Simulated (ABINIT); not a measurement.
# Al (P6_3/mmc) in ABINIT: further runs

One crystal, Al, is run at these levels: PBE+D3(BJ), PBE+D4; tasks: relaxation of cell and atoms.

Everything below comes from runs of ABINIT 10.8.3 (patched build). Logs are shortened: lines on timing, memory, paths and dates and some standing lists are left out, and cuts for length are marked. The log counts tension as positive stress, the text compression.

## (1) Starting point

The structure is hexagonal, space group P6_3/mmc (No. 194). The conventional cell has a = 2.812 Å, b = 2.812 Å, c = 4.867 Å, α = 90.00°, β = 90.00°, γ = 120.00°. Around Al (site symmetry -6m2) lie 12 Al at 2.81 to 2.93 Å.

This isn't the form of Al at room conditions, which is fcc.

## (2) Relaxation of cell and atoms, PBE+D3(BJ)

The input, run.py:

```python
import json, os
import numpy as np
from ase.constraints import FixSymmetry
from ase.optimize import LBFGS
from ase.filters import FrechetCellFilter
from ase.units import GPa
from ase.calculators.mixing import SumCalculator
from dftd3.ase import DFTD3
from ase.calculators.abinit import Abinit, AbinitProfile
from ase import Atoms

atoms = Atoms(['Al', 'Al'],
              cell=[[2.8124553515, 0.0, 0.0], [-1.4062276757, 2.4356577814, 0.0], [0.0, 0.0, 4.86685]],
              scaled_positions=[[0.3333333333, 0.6666666667, 0.25], [0.6666666667, 0.3333333333, 0.75]],
              pbc=True)

profile = AbinitProfile(command='abinit', pp_paths=[os.path.abspath('pseudos')])
params = dict(
    pps='pawxml', xc='PBE',
    chksymtnons=0,
    tolsym=1e-05,
    ecut=408.1708,
    pawecutdg=816.3416,
    pawxcdev=0,
    kptopt=1,
    ngkpt=[11, 11, 6],
    nshiftk=1,
    shiftk=[0.0, 0.0, 0.0],
    ixc=11,
    nband=7,
    occopt=3,
    tsmear=0.05,
    nstep=100,
    tolvrs=1e-09,
    prtwf=0,
    prtden=0,
    ecutsm=0.5,
)

atoms.calc = SumCalculator([Abinit(profile=profile, directory='run', **params), DFTD3(method='pbe', damping='d3bj')])
atoms.set_constraint(FixSymmetry(atoms, symprec=1e-4))
opt = LBFGS(FrechetCellFilter(atoms), trajectory='opt.traj')
converged = opt.run(fmax=0.05, steps=30)
print('converged', converged)
print('cell (A)', np.round(atoms.cell[:], 5).tolist())
energy = atoms.get_potential_energy()
forces = atoms.get_forces()
stress = atoms.get_stress()
print(f'energy {energy:.6f} eV')
print('forces (eV/A)')
print(np.round(forces, 5))
print('stress (GPa, Voigt, tension positive)', np.round(stress / GPa, 4))
json.dump(dict(energy=energy, forces=forces.tolist(), stress=stress.tolist(), cell=atoms.cell.tolist(), frac=atoms.get_scaled_positions(wrap=False).tolist()), open('results.json', 'w'))
```

Potentials or basis: JTH PAW PBE v2.0.

Command:

```bash
$ python run.py
```

Output:

```text
Step          Energy          fmax
LBFGS:    0     -115.171187        0.645898
LBFGS:    1     -115.177612        0.575826
LBFGS:    2     -115.202830        0.220132
LBFGS:    3     -115.204597        0.208572
LBFGS:    4     -115.207648        0.071852
LBFGS:    5     -115.208267        0.016521
converged True
cell (A) [[2.8105, -0.0, -0.0], [-1.40525, 2.43396, -0.0], [-0.0, 0.0, 4.64564]]
energy -115.208267 eV
forces (eV/A)
[[ 0. -0.  0.]
 [-0.  0. -0.]]
stress (GPa, Voigt, tension positive) [-0.1091 -0.1091 -0.1666  0.      0.     -0.    ]
```

abinit.in:

```text
chksymtnons 0
ecut 408.1708 eV
ecutsm 0.5
ixc 11
kptopt 1
natom 2
nband 7
ngkpt
11 11 6
nshiftk 1
nsppol 1
nstep 100
occopt 3
pawecutdg 816.3416 eV
pawxcdev 0
prtden 0
prtwf 0
shiftk
0.0 0.0 0.0
tolsym 1e-05
tolvrs 1e-09
tsmear 0.05 eV
#Definition of the unit cell
acell
1.00000000000000 1.00000000000000 1.00000000000000 Angstrom
rprim
2.81049978247904 -0.00000000000000 -0.00000000000000
-1.40524989123952 2.43396420895749 -0.00000000000000
-0.00000000000000 0.00000000000000 4.64564237207749
chkprim 0 # Allow non-primitive cells
#Definition of the atom types
ntypat 1
znucl 13
#Enumerate different atomic species
typat
 1 1
pseudos "./pseudos/Al.GGA_PBE-JTH.xml"
#Definition of the atoms
xcart
-0.00000000026555 3.06635050349931 2.19474794045247
2.65553743253927 1.53317525182631 6.58424382135740
chkexit 1 # abinit.exit file in the running directory terminates after the current SCF
```

abinit.abo:

```text
.Version 10.8.3 of ABINIT
 Symmetries : space group P6_3/m m c (#194); Bravais hP (primitive hexag.)
================================================================================
 Values of the parameters that define the memory need of the present run
     intxc =       0    ionmov =       0      iscf =      17    lmnmax =       8
     lnmax =       4     mgfft =      32  mpssoang =       2    mqgrid =    3001
     natom =       2  nloc_mem =       2    nspden =       1   nspinor =       1
    nsppol =       1      nsym =      24    n1xccc =       1    ntypat =       1
    occopt =       3   xclevel =       2
       mpw =         609          nfft =       12800          nkpt =          64
 PAW method is used; the additional fine FFT grid is defined by:
   mgfftf=        45    nfftf =     40500
================================================================================
================================================================================

--------------------------------------------------------------------------------
------------- Echo of variables that govern the present computation ------------
--------------------------------------------------------------------------------
 -outvars: echo values of preprocessed input variables --------
            acell      1.8897261259E+00  1.8897261259E+00  1.8897261259E+00 Bohr
              amu      2.69815390E+01
          chkexit           1
          chkprim           0
      chksymtnons           0
             ecut      1.50000002E+01 Hartree
           ecutsm      5.00000000E-01 Hartree
                       outvar_i_n : Printing only first  50 k-points.
              ixc          11
                       outvar_i_n : Printing only first  50 k-points.
         kptrlatt       11    0    0      0   11    0      0    0    6
          kptrlen      5.26739506E+01
            natom           2
            nband           7
            ngfft          20      20      32
          ngfftdg          30      30      45
             nkpt          64
            nstep         100
             nsym          24
           ntypat           1
                       prtocc : prtvol=0, do not print more k-points.
           occopt           3
        pawecutdg      3.00000005E+01 Hartree
         pawxcdev           0
           prtden           0
            prtwf           0
            rprim      2.8104997825E+00 -0.0000000000E+00 -0.0000000000E+00
                      -1.4052498912E+00  2.4339642090E+00 -0.0000000000E+00
                      -0.0000000000E+00  0.0000000000E+00  4.6456423721E+00
          spgroup         194
           tolvrs      1.00000000E-09
           tsmear      1.83746611E-03 Hartree
            typat      1  1
           useylm           1
                       outvars : Printing only first  50 k-points.
           xangst     -1.6686807970E-10  1.6226428060E+00  1.1614105929E+00
                       1.4052498911E+00  8.1132140302E-01  3.4842317790E+00
            xcart     -3.1533496980E-10  3.0663505035E+00  2.1947479404E+00
                       2.6555374326E+00  1.5331752518E+00  6.5842438214E+00
             xred      3.3333333328E-01  6.6666666668E-01  2.4999999998E-01
                       6.6666666661E-01  3.3333333335E-01  7.4999999998E-01
            znucl       13.00000

================================================================================

 chkinp: Checking input parameters for consistency.

================================================================================
== DATASET  1 ==================================================================

--- !DatasetInfo
iteration_state: {dtset: 1, }
dimensions: {natom: 2, nkpt: 64, mband: 7, nsppol: 1, nspinor: 1, nspden: 1, mpw: 609, }
cutoff_energies: {ecut:  15.0, pawecutdg:  30.0, }
electrons: {nelect:   6.00000000E+00, charge:   0.00000000E+00, occopt:   3.00000000E+00, tsmear:   1.83746611E-03, }
[... 76 lines left out ...]
- [  0.00000000E+00,   0.00000000E+00,  -1.29853649E-04, ]
pressure_GPa:   3.7933E+00
xred      :
- [  3.3333E-01,   6.6667E-01,   2.5000E-01, Al]
- [  6.6667E-01,   3.3333E-01,   7.5000E-01, Al]
cartesian_forces: # hartree/bohr
- [  1.01397374E-28,  -2.92709006E-28,  -0.00000000E+00, ]
- [ -1.01397374E-28,   2.92709006E-28,  -0.00000000E+00, ]
force_length_stats: {min:   3.09774094E-28, max:   3.09774094E-28, mean:   3.09774094E-28, }
...

 Integrated electronic density in atomic spheres:
 ------------------------------------------------
 Atom  Sphere_radius  Integrated_density
    1        1.90363          0.75759227
    2        1.90363          0.75759227

================================================================================

 ----iterations are completed or convergence reached----

 Mean square residual over all n,k,spin=   11.713E-07; max=  20.293E-05
 reduced coordinates (array xred) for    2 atoms
       0.333333333281      0.666666666681      0.249999999981
       0.666666666615      0.333333333348      0.749999999981
 rms dE/dt=  1.0312E-27; max dE/dt=  2.1541E-27; dE/dt below (all hartree)
    1      -0.000000000000      0.000000000000      0.000000000000
    2       0.000000000000     -0.000000000000      0.000000000000

 cartesian coordinates (angstrom) at end:
    1     -0.00000000016687     1.62264280600716     1.16141059293228
    2      1.40524989107265     0.81132140302133     3.48423177897102

 cartesian forces (hartree/bohr) at end:
    1      0.00000000000000    -0.00000000000000    -0.00000000000000
    2     -0.00000000000000     0.00000000000000    -0.00000000000000
 frms,max,avg= 1.7884816E-28 2.9270901E-28   0.000E+00  0.000E+00  0.000E+00 h/b

 cartesian forces (eV/Angstrom) at end:
    1      0.00000000000000    -0.00000000000000    -0.00000000000000
    2     -0.00000000000000     0.00000000000000    -0.00000000000000
 frms,max,avg= 9.1967420E-27 1.5051702E-26   0.000E+00  0.000E+00  0.000E+00 e/A
 length scales=  1.889726125908  1.889726125908  1.889726125908 bohr
              =  1.000000000000  1.000000000000  1.000000000000 angstroms
 Fermi (or HOMO) energy (hartree) =   0.34103   Average Vxc (hartree)=  -0.36834
 Eigenvalues (hartree) for nkpt=  64  k points:
 kpt#   1, nband=  7, wtk=  0.00138, kpt=  0.0000  0.0000  0.0000 (reduced coord)
  -0.07872    0.16348    0.17189    0.74791    0.74791    0.75824    0.75824
      occupation numbers for kpt#   1
   2.00000    2.00000    2.00000    0.00000    0.00000    0.00000    0.00000
 prteigrs : prtvol=0 or 1, do not print more k-points.

--- !EnergyTerms
iteration_state     : {dtset: 1, }
comment             : Components of total free energy in Hartree
kinetic             :  1.69435902784581E+00
hartree             :  8.30675896027921E-03
xc                  : -2.16123416264897E+00
Ewald energy        : -5.47127001777935E+00
psp_core            : -2.04355629554275E-01
local_psp           :  6.10634427276659E-01
PAW spherical_terms :  1.31559601902725E+00
internal            : -4.20796357687259E+00
'-kT*entropy'       : -1.79434793055719E-04
total_energy        : -4.20814301166564E+00
total_energy_eV     : -1.14509404868760E+02
...

--- !EnergyTermsDC
iteration_state     : {dtset: 1, }
comment             : '"Double-counting" decomposition of free energy'
band_energy         :  1.04424880289018E+00
Ewald energy        : -5.47127001777935E+00
psp_core            : -2.04355629554275E-01
xc_dc               :  6.15774419101944E-02
PAW spherical_terms :  3.61891363777409E-01
internal            : -4.20790803875584E+00
'-kT*entropy'       : -1.79434793055719E-04
total_energy_dc     : -4.20808747354889E+00
total_energy_dc_eV  : -1.14507893599613E+02
...

--- !EnergyTermsWithPAWCore
iteration_state     : {dtset: 1, }
comment             : 'Components of total free energy, including PAW core contributions'
Total energy        : -4.85642466937824E+02
Total energy DC     : -4.85642411399707E+02
Total energy (eV)   : -1.32150047452962E+04
Total energy DC (eV): -1.32150032340270E+04
...

 Cartesian components of stress tensor (hartree/bohr^3)
  sigma(1 1)= -1.28470397E-04  sigma(3 2)=  0.00000000E+00
  sigma(2 2)= -1.28470397E-04  sigma(3 1)=  0.00000000E+00
  sigma(3 3)= -1.29853649E-04  sigma(2 1)=  0.00000000E+00

-Cartesian components of stress tensor (GPa)         [Pressure=  3.7933E+00 GPa]
- sigma(1 1)= -3.77972956E+00  sigma(3 2)=  0.00000000E+00
- sigma(2 2)= -3.77972956E+00  sigma(3 1)=  0.00000000E+00
- sigma(3 3)= -3.82042626E+00  sigma(2 1)=  0.00000000E+00

== END DATASET(S) ==============================================================
================================================================================

 -outvars: echo values of variables after computation  --------
            acell      1.8897261259E+00  1.8897261259E+00  1.8897261259E+00 Bohr
           etotal     -4.2080874735E+00
            fcart      1.0139737402E-28 -2.9270900594E-28 -0.0000000000E+00
                      -1.0139737402E-28  2.9270900594E-28 -0.0000000000E+00
            rprim      2.8104997825E+00 -0.0000000000E+00 -0.0000000000E+00
                      -1.4052498912E+00  2.4339642090E+00 -0.0000000000E+00
                      -0.0000000000E+00  0.0000000000E+00  4.6456423721E+00
           strten     -1.2847039656E-04 -1.2847039656E-04 -1.2985364922E-04
                       0.0000000000E+00  0.0000000000E+00  0.0000000000E+00
           xangst     -1.6686807970E-10  1.6226428060E+00  1.1614105929E+00
                       1.4052498911E+00  8.1132140302E-01  3.4842317790E+00
             xred      3.3333333328E-01  6.6666666668E-01  2.4999999998E-01
                       6.6666666661E-01  3.3333333335E-01  7.4999999998E-01
 Calculation completed.
```

It took 34 s on 1 thread of Arm Neoverse V1, shared host; peak memory 0.1 GiB.

Results:

```yaml
Free_energy: -115.2068 eV
Relaxed_volume: 15.89 Å³/atom
Relaxed_cell: a = 2.810 Å, b = 2.810 Å, c = 4.646 Å, α = 90.00°, β = 90.00°, γ = 120.00°
Space_group_after_relaxing_to_0.05_Å: P6_3/mmc (No. 194)
Energy_gained_by_relaxing: 18.5 meV/atom
Ionic_steps: 6
Pressure_after_relaxing: 0.1 GPa
Band_gap_on_the_k_mesh: none (metal or under the smearing width)
Valence_electrons_inside_the_program's_atomic_spheres: Al 0.76 (radii [1.0074] Å)
Dispersion_energy_per_atom: -0.349 eV
```

The path:
```
step  energy change (eV)  largest force (eV/Å)  pressure (GPa)  volume (Å³)
   1              0.0000                0.0000           -3.21        33.34
   2             -0.0064                0.0000           -2.75        33.10
   3             -0.0316                0.0000            1.00        31.48
   4             -0.0334                0.0000            1.22        31.40
   5             -0.0365                0.0000            0.71        31.57
   6             -0.0371                0.0000            0.13        31.78
```

Final structure:
```xyz
2
Lattice="2.8105 0.0000 0.0000 -1.4052 2.4340 0.0000 0.0000 0.0000 4.6456" Properties=species:S:1:pos:R:3 pbc="T T T"
Al    0.0000    1.6226    1.1614
Al    1.4052    0.8113    3.4842
```

Levels at points of the mesh, in eV from the Fermi level:
```
           k point  band 1  band 2  band 3  band 4  band 5  band 6
(0.00, 0.00, 0.00)  -11.42   -4.83   -4.60   11.07   11.07   11.35
(0.00, 0.00, 0.50)   -9.72   -9.72    3.28    3.28   12.22   12.22
```

Caveat: the log and the count of SCF iterations are those of the last ABINIT call alone; pairwise dispersion overbinds metals, which lowers pressure and volume.

## (3) Relaxation of cell and atoms, PBE+D4

run.py: that of step 2 with these lines changed.

```diff
@@ -7,3 +7,3 @@
 from ase.calculators.mixing import SumCalculator
-from dftd3.ase import DFTD3
+from dftd4.ase import DFTD4
 from ase.calculators.abinit import Abinit, AbinitProfile
@@ -39,3 +39,3 @@
 
-atoms.calc = SumCalculator([Abinit(profile=profile, directory='run', **params), DFTD3(method='pbe', damping='d3bj')])
+atoms.calc = SumCalculator([Abinit(profile=profile, directory='run', **params), DFTD4(method='pbe')])
 atoms.set_constraint(FixSymmetry(atoms, symprec=1e-4))
```

Potentials or basis: JTH PAW PBE v2.0.

Command:

```bash
$ python run.py
```

Run time: 39 s. Hardware: 1 thread of Arm Neoverse V1, shared host; peak memory 0.1 GiB.

The run converged. Its results:

```
Free energy                                           : -115.2207 eV
Relaxed volume                                        : 15.92 Å³/atom
Relaxed cell                                          : a = 2.812 Å, b = 2.812 Å, c = 4.649 Å, α = 90.00°, β = 90.00°, γ = 120.00°
Space group after relaxing (to 0.05 Å)                : P6_3/mmc (No. 194)
Energy gained by relaxing                             : 17.6 meV/atom
Ionic steps                                           : 6
Pressure after relaxing                               : 0.2 GPa
Band gap on the k mesh                                : none (metal or under the smearing width)
Valence electrons inside the program's atomic spheres : Al 0.76 (radii [1.0074] Å)
Dispersion energy per atom                            : -0.356 eV
```

The path:
```tsv
step	energy change (eV)	largest force (eV/Å)	pressure (GPa)	volume (Å³)
1	0.0000	0.0000	-3.05	33.34
2	-0.0060	0.0000	-2.61	33.11
3	-0.0301	0.0000	0.98	31.57
4	-0.0317	0.0000	1.26	31.46
5	-0.0346	0.0000	0.85	31.59
6	-0.0353	0.0000	0.16	31.84
```

Final structure:
```
Al
1.0
     2.81239    0.00000    0.00000
    -1.40620    2.43560    0.00000
     0.00000    0.00000    4.64890
Al
2
Cartesian
  0.0000 1.6237 1.1622
  1.4062 0.8119 3.4867
```

Levels at points of the mesh, in eV from the Fermi level:
```csv
k point,band 1,band 2,band 3,band 4,band 5,band 6
"(0.00, 0.00, 0.00)",-11.41,-4.82,-4.60,11.06,11.06,11.34
"(0.00, 0.00, 0.50)",-9.71,-9.71,3.27,3.27,12.21,12.21
```

Caveat: the log and the count of SCF iterations are those of the last ABINIT call alone; pairwise dispersion overbinds metals, which lowers pressure and volume.
